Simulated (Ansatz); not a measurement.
# Al2O3 (Corundum) (R-3c) in Ansatz: notebook

Aim: see how the results for Al2O3 (Corundum) move with the level of theory and the settings. Levels: LDA, PBE. Tasks: relaxation of cell and atoms.

All numbers are computed with Ansatz 0.2.0; they aren't measurements. Logs are shortened: lines on timing, memory, paths and dates and some standing lists are left out, and cuts for length are marked.

## 1. The structure

Symmetry: R-3c, No. 167, trigonal system. Conventional cell: a = 4.760 Å, b = 4.760 Å, c = 12.996 Å, α = 90.00°, β = 90.00°, γ = 120.00°. Around Al (site symmetry 3) lie 6 O at 1.85 to 1.97 Å. Around O (site symmetry 2) lie 4 Al at 1.85 to 1.97 Å.

## 2. Relaxation of cell and atoms, LDA

The input, input.yaml:

```yaml
crystal:
  lattice:
    - [2.38025, 1.3742379782, 4.3318666667]
    - [-2.38025, 1.3742379782, 4.3318666667]
    - [0.0, -2.7484759565, 4.3318666667]
  atoms:
    - { symbol: Al, position: [0.85216, 0.85216, 0.85216] }
    - { symbol: Al, position: [0.64784, 0.64784, 0.64784] }
    - { symbol: Al, position: [0.14784, 0.14784, 0.14784] }
    - { symbol: Al, position: [0.35216, 0.35216, 0.35216] }
    - { symbol: O, position: [0.05668, 0.75, 0.44332] }
    - { symbol: O, position: [0.75, 0.44332, 0.05668] }
    - { symbol: O, position: [0.44332, 0.05668, 0.75] }
    - { symbol: O, position: [0.94332, 0.25, 0.55668] }
    - { symbol: O, position: [0.25, 0.55668, 0.94332] }
    - { symbol: O, position: [0.55668, 0.94332, 0.25] }
hamiltonian:
  xc: lda
  pseudopotentials: { kind: paw }
kpoints:
  mp_grid: { grid: [7, 7, 7] }
scf:
  occupations: { method: fermi_dirac, width: 0.05 }
output:
  forces: true
  stress: true
  eigenvalues: true
relax:
  f_tol: 0.01
  max_steps: 40
  cell: { stress_tol: 0.05 }
```

Potentials or basis: Ansatz PAW.

Run with:

```bash
$ ansatz run input.yaml --threads 4 --pin off --max-ram 11264MiB --backend cpu --events-out ev --progress --plain --runs-dir out
```

The program printed:

```text
Warning: RAYON_NUM_THREADS=4 ignored (pool sized by the plan → 4); use --threads N
Engine: ansatz 0.2.0, aarch64-unknown-linux-gnu
Pseudopotentials: kind: paw
Pseudopotential: Al, paw, valence charge 3, recommended cutoff 420 eV (normal), Al.paw.azcp
Pseudopotential: O, paw, valence charge 6, recommended cutoff 420 eV (normal), O.paw.azcp
Functional definition: SPW92
  exchange = slater_x
  correlation = pw_c
Crystal: 10 atoms, lattice volume = 85.018 Å³
Basis set: ecut = 420 eV, 1653 PW (Γ)
Bands: 34, of which v1, the nominal top of the filled ones, is band 24 counted from 1 (23 counted from 0)
Symmetry: 12 space group operations
Space group: R-3c (ITA 167), of the structure as read, at distance tolerance 4.4e-5 Å
k-points: 44 of 343
Non-local potential: Al, projectors of the file, l = 0: 2, l = 1: 2, l = 2: 1
Non-local potential: O, projectors of the file, l = 0: 2, l = 1: 2, l = 2: 1
PAW form: soft (Blöchl's): semilocal exchange-correlation on the pseudo side does not see the compensation charge
PAW frozen core: Al, regenerated for the run's functional, and the local potential with it (the file was generated under x = pbe(κ = 0.804, μ = 0.2195149727645171), c = pbe(β = 0.06672455060314922))
PAW frozen core: O, regenerated for the run's functional, and the local potential with it (the file was generated under x = pbe(κ = 0.804, μ = 0.2195149727645171), c = pbe(β = 0.06672455060314922))
PAW one-centre angular grid: Al, 110 points (default); XC on 64 Gauss nodes
PAW one-centre angular grid: O, 110 points (default); XC on 64 Gauss nodes
Initial density: superposition of atomic densities (neutral atoms: chi_scale 0, normalization atom), corrected by the library's trained network
Initial wavefunctions: pseudopotential atomic-orbital guess
Functional: x = slater, c = lda
SCF iter   1: F=—  HF=-5399.892674 eV  |F-HF|=—  |Δ(HF+E_count)|=         —  Δρ=1.72e-2  dr2=2.18e-1  ethr=1.77e-3  ⟨swp⟩=7.6  Hψ=8102  notcnv=0  defer=26
preconditioner: auto → Resta (q_TF=auto, 2.480 Å⁻¹)  ε∞=3.6  [insulator: Δε(μ)=6.017 eV  Ē_g=17.200 eV  σ=0.050 eV  W_gap=1.00  n_scr=20 (ndim 8)  ℏωp=27.9 eV  f_vac=0.000  D(μ)=0.00/eV (n_scr^D=0)  ε∞_Penn≈3.6]
SCF iter   2: F=—  HF=-5399.826872 eV  |F-HF|=—  |Δ(HF+E_count)|=   6.58e-2  Δρ=3.98e-3  dr2=5.30e-3  ethr=4.54e-4  ⟨swp⟩=2.6  Hψ=2933  notcnv=0  defer=167
SCF iter   3: F=—  HF=-5399.825361 eV  |F-HF|=—  |Δ(HF+E_count)|=   1.51e-3  Δρ=1.95e-3  dr2=1.65e-3  ethr=1.10e-5  ⟨swp⟩=1.2  Hψ=1417  notcnv=0  defer=167
SCF iter   4: F=—  HF=-5399.824739 eV  |F-HF|=—  |Δ(HF+E_count)|=   6.22e-4  Δρ=1.29e-4  dr2=9.22e-6  ethr=3.44e-6  ⟨swp⟩=2.0  Hψ=2131  notcnv=0  defer=167
SCF iter   5: F=—  HF=-5399.824738 eV  |F-HF|=—  |Δ(HF+E_count)|=   3.69e-7  Δρ=1.85e-5  dr2=2.10e-7  ethr=1.92e-8  ⟨swp⟩=2.0  Hψ=2269  notcnv=0  defer=167
SCF iter   6: F=-5399.824738 eV  HF=-5399.824738 eV  |F-HF|=1.14e-9  |Δ(HF+E_count)|=   9.35e-9  Δρ=2.37e-6  dr2=4.85e-9  ethr=2.08e-10  ⟨swp⟩=10.7  Hψ=7175  notcnv=0
SCF 1 converged in 6 iterations: F = -5399.824738 eV  dr2 = 4.85e-9
relax step   1: F+E_penalty+E_count = -5399.82473832 eV  Δ(F+E_penalty+E_count) = +0.000e0 eV  max|allowed force component| = 1.125e-1 eV/Å  Δτ_max = 0.0000 Å  P = -5.292 GPa  Ω = 85.018 Å³  (6 SCF iters, dr2 threshold 1.00e-7 eV, accepted)
Crystal: 10 atoms, lattice volume = 84.235 Å³
Basis set: ecut = 420 eV, 1629 PW (Γ)
Initial density: handed on by an earlier stage of this run
Initial wavefunctions: those handed on with the density
iter 1 solved again at ethr=6.94e-6 eV; its pass at ethr=3.10e-3 eV (dr2=3.33e-3 eV) is discarded
SCF iter   1: F=—  HF=-5399.852839 eV  |F-HF|=—  |Δ(HF+E_count)|=         —  Δρ=2.15e-3  dr2=3.44e-3  ethr=6.94e-6  ⟨swp⟩=2.5  Hψ=6876  notcnv=0
preconditioner: auto → Resta (q_TF=auto, 2.484 Å⁻¹)  ε∞=3.6  [insulator: Δε(μ)=6.285 eV  Ē_g=17.446 eV  σ=0.050 eV  W_gap=1.00  n_scr=20 (ndim 8)  ℏωp=28.0 eV  f_vac=0.000  D(μ)=0.00/eV (n_scr^D=0)  ε∞_Penn≈3.6]
SCF iter   2: F=—  HF=-5399.851719 eV  |F-HF|=—  |Δ(HF+E_count)|=   1.12e-3  Δρ=5.69e-4  dr2=2.52e-4  ethr=6.94e-6  ⟨swp⟩=2.0  Hψ=2279  notcnv=0
SCF iter   3: F=—  HF=-5399.851623 eV  |F-HF|=—  |Δ(HF+E_count)|=   9.63e-5  Δρ=2.71e-4  dr2=6.79e-5  ethr=5.24e-7  ⟨swp⟩=1.0  Hψ=1496  notcnv=0
SCF iter   4: F=—  HF=-5399.851597 eV  |F-HF|=—  |Δ(HF+E_count)|=   2.52e-5  Δρ=3.75e-5  dr2=1.25e-6  ethr=1.41e-7  ⟨swp⟩=2.6  Hψ=2637  notcnv=0
SCF iter   5: F=-5399.851597 eV  HF=-5399.851597 eV  |F-HF|=2.63e-8  |Δ(HF+E_count)|=   7.84e-8  Δρ=7.70e-6  dr2=4.18e-8  ethr=2.08e-9  ⟨swp⟩=6.8  Hψ=6605  notcnv=0
SCF 2 converged in 5 iterations: F = -5399.851597 eV  dr2 = 4.18e-8
relax step   2: F+E_penalty+E_count = -5399.85159717 eV  Δ(F+E_penalty+E_count) = -2.686e-2 eV  max|allowed force component| = 6.856e-2 eV/Å  Δτ_max = 0.0029 Å  P = -2.920 GPa  Ω = 84.235 Å³  energy of the carried Pulay correction = +5.833e-3 eV  (5 SCF iters, dr2 threshold 1.00e-6 eV, accepted)
Crystal: 10 atoms, lattice volume = 83.310 Å³
[... 40 lines left out ...]
Crystal: 10 atoms, lattice volume = 83.232 Å³
iter 1 solved again at ethr=5.67e-8 eV; its pass at ethr=3.10e-3 eV (dr2=2.72e-5 eV) is discarded
SCF iter   1: F=—  HF=-5399.857228 eV  |F-HF|=—  |Δ(HF+E_count)|=         —  Δρ=2.00e-4  dr2=2.78e-5  ethr=5.67e-8  ⟨swp⟩=3.0  Hψ=6373  notcnv=0
preconditioner: auto → Resta (q_TF=auto, 2.489 Å⁻¹)  ε∞=3.6  [insulator: Δε(μ)=6.433 eV  Ē_g=17.585 eV  σ=0.050 eV  W_gap=1.00  n_scr=20 (ndim 8)  ℏωp=28.2 eV  f_vac=0.000  D(μ)=0.00/eV (n_scr^D=0)  ε∞_Penn≈3.6]
SCF iter   2: F=—  HF=-5399.857219 eV  |F-HF|=—  |Δ(HF+E_count)|=   9.25e-6  Δρ=4.74e-5  dr2=1.34e-6  ethr=5.67e-8  ⟨swp⟩=2.0  Hψ=2282  notcnv=0
SCF iter   3: F=—  HF=-5399.857218 eV  |F-HF|=—  |Δ(HF+E_count)|=   5.64e-7  Δρ=2.40e-5  dr2=4.20e-7  ethr=3.73e-10  ⟨swp⟩=6.0  Hψ=6037  notcnv=0
SCF iter   4: F=-5399.857218 eV  HF=-5399.857218 eV  |F-HF|=5.00e-10  |Δ(HF+E_count)|=   1.54e-7  Δρ=2.86e-6  dr2=6.84e-9  ethr=3.73e-10  ⟨swp⟩=5.0  Hψ=5719  notcnv=0
SCF 7 converged in 4 iterations: F = -5399.857218 eV  dr2 = 6.84e-9
relax step   7: F+E_penalty+E_count = -5399.85721807 eV  Δ(F+E_penalty+E_count) = -6.094e-4 eV  max|allowed force component| = 1.911e-4 eV/Å  Δτ_max = 0.0001 Å  P = -0.004 GPa  Ω = 83.232 Å³  energy of the carried Pulay correction = +5.530e-4 eV  (4 SCF iters, dr2 threshold 1.79e-7 eV, accepted)
iter 1 solved again at ethr=1.99e-8 eV; its pass at ethr=3.10e-3 eV (dr2=9.55e-6 eV) is discarded
SCF iter   1: F=—  HF=-5399.856811 eV  |F-HF|=—  |Δ(HF+E_count)|=         —  Δρ=9.00e-6  dr2=1.55e-8  ethr=1.99e-8  ⟨swp⟩=3.5  Hψ=12402  notcnv=0
preconditioner: auto → Resta (q_TF=auto, 2.489 Å⁻¹)  ε∞=3.6  [insulator: Δε(μ)=6.431 eV  Ē_g=17.584 eV  σ=0.050 eV  W_gap=1.00  n_scr=20 (ndim 8)  ℏωp=28.2 eV  f_vac=0.000  D(μ)=0.00/eV (n_scr^D=0)  ε∞_Penn≈3.6]
SCF iter   2: F=—  HF=-5399.856813 eV  |F-HF|=—  |Δ(HF+E_count)|=   1.68e-6  Δρ=4.24e-6  dr2=5.17e-9  ethr=3.23e-11  ⟨swp⟩=2.0  Hψ=2478  notcnv=0
SCF iter   3: F=—  HF=-5399.856813 eV  |F-HF|=—  |Δ(HF+E_count)|=  4.45e-10  Δρ=1.43e-6  dr2=8.68e-10  ethr=1.08e-11  ⟨swp⟩=2.0  Hψ=2289  notcnv=0
SCF iter   4: F=-5399.856813 eV  HF=-5399.856813 eV  |F-HF|=1.00e-11  |Δ(HF+E_count)|=  7.37e-11  Δρ=2.62e-7  dr2=5.14e-11  ethr=1.00e-12  ⟨swp⟩=4.1  Hψ=6242  notcnv=0
SCF 8 converged in 4 iterations: F = -5399.856813 eV  dr2 = 5.14e-11
relax step   8: F+E_penalty+E_count = -5399.85681296 eV  Δ(F+E_penalty+E_count) = +4.051e-4 eV  max|allowed force component| = 2.124e-4 eV/Å  Δτ_max = 0.0000 Å  P = -0.010 GPa  Ω = 83.232 Å³  stress off target by 1.63e-2 GPa  SCF on the basis re-selected at this cell (its energy is not comparable with the rows above)  (4 SCF iters)
basis re-selected at this cell: Δ(F+E_penalty+E_count) = +4.051e-4 eV, ΔP = -0.006 GPa vs the last step (what re-selecting the basis moved, of the pressure what is left beyond the Pulay correction that the steps carried, after the strain that the cell walked since its last selection, with what the two solves' SCF thresholds leave and, on support functions, any second-order correction that the steps lacked; it is no measure of the basis error at this ecutwfc). This SCF's stress stands 1.63e-2 GPa from its target on what of the cell is left free (relax.cell.stress_tol is 5.00e-2 GPa) and its largest allowed force component is 2.12e-4 eV/Å (relax.f_tol is 1.00e-2 eV/Å): within both
SCF converged after 4 iterations
Free energy (F): -5399.856813 eV
Harris-Foulkes:  -5399.856813 eV  (|F-HF|=1.00e-11)
Internal energy: -5399.856813 eV  (E = F + TS)
E sigma→0 (E₀):  -5399.856813 eV
Fermi energy:    10.956490 eV
--- Per-component energies (eV) ---
  E_band       = 62.491579
  E_kinetic    = 1180.609833
  E_local      = -1959.305124  (includes V_loc(G=0)·N_el)
  E_nonlocal   = 339.405584
  E_hartree    = 718.900333
  E_xc         = -605.222513
  E_vxc        = -693.436462  (∫ρ·V_xc dr)
  E_paw        = -2661.153997  (= ΣΔE_a)
  E_vpaw       = -242.598462  (= ΣTr[D̂ρ^β])
  E_aug_tail   = 0.015531  (compensation charges beyond the density's cutoff)
  E_ewald      = -2413.910854
  E_core_change = 0.804395  (= ΣΔE_core)
  E_smearing   = -0.000000  (= −TS)
  E_closure    = 0.000000  (closes the sum)
  Σ components = -5399.856813   (vs F -5399.856813, Δ=0.00e0)
--- Forces (eV/Å), atoms counted from 1 ---
  atom   1  Al    -0.00000000     0.00000000    -0.00009599
  atom   2  Al    -0.00000000    -0.00000000     0.00009599
  atom   3  Al     0.00000000    -0.00000000     0.00009599
  atom   4  Al     0.00000000     0.00000000    -0.00009599
  atom   5  O      0.00010622     0.00018397     0.00000000
  atom   6  O      0.00010622    -0.00018397    -0.00000000
  atom   7  O     -0.00021244    -0.00000000    -0.00000000
  atom   8  O     -0.00010622    -0.00018397    -0.00000000
  atom   9  O     -0.00010622     0.00018397     0.00000000
  atom  10  O      0.00021244     0.00000000     0.00000000
  max |Σ_I F_I| component: 5.23e-18 eV/Å
--- Stress (GPa, compression-positive) ---
       -0.006188       0.000000      -0.000000
        0.000000      -0.006188       0.000000
       -0.000000       0.000000      -0.016273
  P = ⅓ Tr σ = -0.0095 GPa (-0.095 kbar)
--- Band table (eV; the first three rows and the last of 44) ---
  k-point 0: bands = ["-11.5072", "-9.0009", "-8.6975", "-8.6975", "-8.3609", "-8.3609", "0.5840", "1.6004", "1.9534", "1.9534", "3.0917", "3.1514", "3.1514", "4.2167", "4.6655", "6.2123", "6.2123", "6.3260", "6.3260", "7.1432", "7.1432", "7.6261", "7.6261", "7.6680", "14.0993", "16.7841", "18.4783", "19.2343", "19.2343", "19.2522", "19.9521", "19.9521", "19.9678", "21.4240"]
  k-point 1: bands = ["-11.3958", "-9.0525", "-8.7751", "-8.7219", "-8.4163", "-8.3675", "0.7032", "1.3750", "1.8166", "2.4688", "2.5643", "3.0897", "3.9266", "4.6594", "4.8904", "5.8038", "6.1435", "6.2434", "6.4113", "6.8955", "6.9793", "7.3545", "7.5977", "7.6276", "14.5649", "17.1674", "18.1239", "18.8901", "19.0409", "19.1613", "20.0448", "20.1466", "20.4258", "20.8261"]
  k-point 2: bands = ["-11.0734", "-9.4101", "-8.7641", "-8.7570", "-8.5437", "-8.4129", "0.8902", "1.4854", "1.4957", "2.4003", "3.0230", "3.5079", "4.7907", "4.8630", "5.3562", "5.6076", "5.7155", "5.9174", "6.2535", "6.2675", "6.8355", "7.1607", "7.4717", "7.5157", "15.6083", "17.6649", "17.9112", "18.2560", "18.5818", "19.0006", "20.0638", "20.0835", "20.3837", "21.0204"]
  k-point 43: bands = ["-10.4555", "-10.2844", "-8.8429", "-8.7384", "-8.4444", "-8.3998", "1.7701", "1.8852", "2.7523", "2.7951", "3.1890", "3.6034", "3.7565", "3.9642", "4.9538", "5.1736", "5.2733", "5.7448", "5.9530", "6.1160", "7.0365", "7.0443", "7.1802", "7.2323", "16.6331", "16.8415", "18.5493", "18.7106", "19.7211", "19.7770", "19.8979", "20.2501", "20.5975", "20.7301"]
--- Relaxed structure (6 steps of the walk, 6 accepted, 2 SCFs on fresh bases) ---
  F+E_penalty+E_count = -5399.85681296 eV   max|allowed force component| = 2.124e-4 eV/Å   (the final SCF, on the basis selected at the relaxed cell)
  cell:  # Å, volume = 83.2323 Å³
    - [2.3645764522481874, 1.3651888512084076, 4.2972874290861895]
    - [-2.3645764522481874, 1.3651888512084076, 4.2972874290861895]
    - [-1.6100175344193682e-34, -2.7303777024664164, 4.297287429070432]
  atoms:
    - { symbol: Al, position: [0.8520243481392359, 0.8520243481392359, 0.8520243481392358] }
    - { symbol: Al, position: [0.6479756518607643, 0.6479756518607643, 0.6479756518607642] }
    - { symbol: Al, position: [0.14797565186076417, 0.14797565186076417, 0.1479756518607641] }
    - { symbol: Al, position: [0.3520243481392359, 0.3520243481392359, 0.35202434813923583] }
    - { symbol: O, position: [0.05585938579860217, 0.7499999999999999, 0.4441406142013978] }
    - { symbol: O, position: [0.75, 0.44414061420139783, 0.05585938579860228] }
    - { symbol: O, position: [0.44414061420139794, 0.05585938579860217, 0.75] }
    - { symbol: O, position: [0.9441406142013978, 0.2500000000000001, 0.5558593857986021] }
    - { symbol: O, position: [0.25, 0.5558593857986022, 0.9441406142013977] }
    - { symbol: O, position: [0.5558593857986022, 0.9441406142013979, 0.25] }
```

Run time: 18 s. Hardware: 4 threads of Arm Neoverse V1, shared host; peak memory 0.43 GiB.

Results:

```yaml
Free_energy: -5399.8568 eV
Relaxed_volume: 8.32 Å³/atom
Relaxed_cell: a = 5.091 Å, b = 5.091 Å, c = 5.091 Å, α = 55.35°, β = 55.35°, γ = 55.35°
Space_group_after_relaxing_to_0.05_Å: R-3c (No. 167)
Energy_gained_by_relaxing: 3.2 meV/atom
Ionic_steps: 8
Pressure_after_relaxing: 0.0 GPa
Band_gap_on_the_k_mesh: 6.43 eV, direct
```

The path:
| step | energy change (eV) | largest force (eV/Å) | volume (Å³) |
| --- | --- | --- | --- |
| 1 | 0.0000 | 0.1125 | 85.02 |
| 2 | -0.0269 | 0.0686 | 84.23 |
| 3 | -0.0427 | 0.0549 | 83.31 |
| 4 | -0.0431 | 0.0305 | 83.30 |
| 5 | -0.0431 | 0.0001 | 83.31 |
| 6 | -0.0319 | 0.0006 | 83.31 |
| 7 | -0.0325 | 0.0002 | 83.23 |
| 8 | -0.0321 | 0.0002 | 83.23 |

Final structure:
```
Al O
1.0
     2.36458    1.36519    4.29729
    -2.36458    1.36519    4.29729
     0.00000   -2.73038    4.29729
Al O
4 6
Direct
  0.85202 0.85202 0.85202
  0.64798 0.64798 0.64798
  0.14798 0.14798 0.14798
  0.35202 0.35202 0.35202
  0.05586 0.75000 0.44414
  0.75000 0.44414 0.05586
  0.44414 0.05586 0.75000
  0.94414 0.25000 0.55586
  0.25000 0.55586 0.94414
  0.55586 0.94414 0.25000
```

Caveat: odd divisions of the mesh miss points on the zone boundary, where band edges often lie, so the gap on the mesh can be too wide; the plane-wave basis is chosen anew once the cell has moved, so the energies of steps on either side of that aren't comparable; the pressure holds a Pulay correction of +1.2 GPa for the finite cutoff; the PAW data sets come from PBE, with cores solved anew for the run's functional, which leaves a small shift of forces and pressure.

## 3. Relaxation of cell and atoms, PBE

input.yaml: that of step 2 with these lines changed.

```diff
@@ -17,3 +17,3 @@
 hamiltonian:
-  xc: lda
+  xc: pbe
   pseudopotentials: { kind: paw }
@@ -27,2 +27,6 @@
   eigenvalues: true
+  write_density: true
+  write_potential: true
+  elf: true
+  volumetric_format: npy
 relax:
```

Potentials or basis: Ansatz PAW.

Run with:

```bash
$ ansatz run input.yaml --threads 4 --pin off --max-ram 11264MiB --backend cpu --events-out ev --progress --plain --runs-dir out
```

Run time: 21 s. Hardware: 4 threads of Arm Neoverse V1, shared host; peak memory 0.46 GiB.

The run converged. Its results:

```
Free energy                            : -5569.6090 eV
Relaxed volume                         : 8.76 Å³/atom
Relaxed cell                           : a = 5.181 Å, b = 5.181 Å, c = 5.181 Å, α = 55.30°, β = 55.30°, γ = 55.30°
Space group after relaxing (to 0.05 Å) : R-3c (No. 167)
Energy gained by relaxing              : 5.8 meV/atom
Ionic steps                            : 8
Pressure after relaxing                : 0.0 GPa
Band gap on the k mesh                 : 5.85 eV, direct
```

Step by step:
```csv
step,energy change (eV),largest force (eV/Å),volume (Å³)
1,0.0000,0.0290,85.02
2,-0.0322,0.0254,86.10
3,-0.0423,0.0108,87.44
4,-0.0420,0.0036,87.49
5,-0.0421,0.0023,87.49
6,-0.0583,0.0017,87.49
7,-0.0578,0.0006,87.60
8,-0.0584,0.0006,87.60
```

Final structure:
```xyz
10
Lattice="2.4044 1.3882 4.3745 -2.4044 1.3882 4.3745 0.0000 -2.7763 4.3745" Properties=species:S:1:pos:R:3 pbc="T T T"
Al    0.0000    0.0000   11.1831
Al    0.0000    0.0000    8.5021
Al    0.0000    0.0000    1.9404
Al    0.0000    0.0000    4.6214
O    -1.6682   -0.1131    5.4681
O     0.7361    1.5013    5.4681
O     0.9321   -1.3882    5.4681
O     1.6682    0.1131    7.6554
O    -0.7361   -1.5013    7.6554
O    -0.9321    1.3882    7.6554
```

Levels at points of the mesh, in eV from the valence-band top:
| k point | band 20 | band 21 | band 22 | band 23 | band 24 | band 25 | band 26 | band 27 | band 28 | band 29 |
| --- | --- | --- | --- | --- | --- | --- | --- | --- | --- | --- |
| (0.00, 0.00, 0.00) | -0.46 | -0.46 | -0.03 | -0.03 | 0.00 | 5.85 | 8.92 | 10.39 | 11.29 | 11.29 |

Caveat: odd divisions of the mesh miss points on the zone boundary, where band edges often lie, so the gap on the mesh can be too wide; the plane-wave basis is chosen anew once the cell has moved, so the energies of steps on either side of that aren't comparable; the pressure holds a Pulay correction of +0.9 GPa for the finite cutoff. PBE usually gives volumes a little too large and moduli too small.

## 4. For comparison

An earlier run on the cell as given: functional PBE; potentials or basis Ansatz PAW; cutoff 420 eV (not typed: the program's choice for these potentials); k mesh 7 × 7 × 7; occupations fermi-dirac, width 0.05 eV; no spin polarisation.

- Pressure: 7.3 GPa
- Largest force: 0.029 eV/Å
- Band gap on the k mesh: 6.22 eV, direct

## 5. Summary

```csv
task,level,cell,gap on the mesh (eV),pressure (GPa),relaxed volume (Å³/atom)
relaxation of cell and atoms,LDA,relaxed,6.43,0.0,8.32
relaxation of cell and atoms,PBE,relaxed,5.85,0.0,8.76
single point,PBE,as given,6.22,7.3,-
```

Alike in all rows: potentials or basis Ansatz PAW; no spin polarisation; k mesh 7 × 7 × 7; cutoff (eV) 420; smearing fermi-dirac 0.05 eV.

Caveats: odd divisions of the mesh miss points on the zone boundary, where band edges often lie, so the gap on the mesh can be too wide; the plane-wave basis is chosen anew once the cell has moved, so the energies of steps on either side of that aren't comparable (some runs); the PAW data sets come from PBE, with cores solved anew for the run's functional, which leaves a small shift of forces and pressure (some runs).

Absolute energies hang on the potentials; compare differences alone.
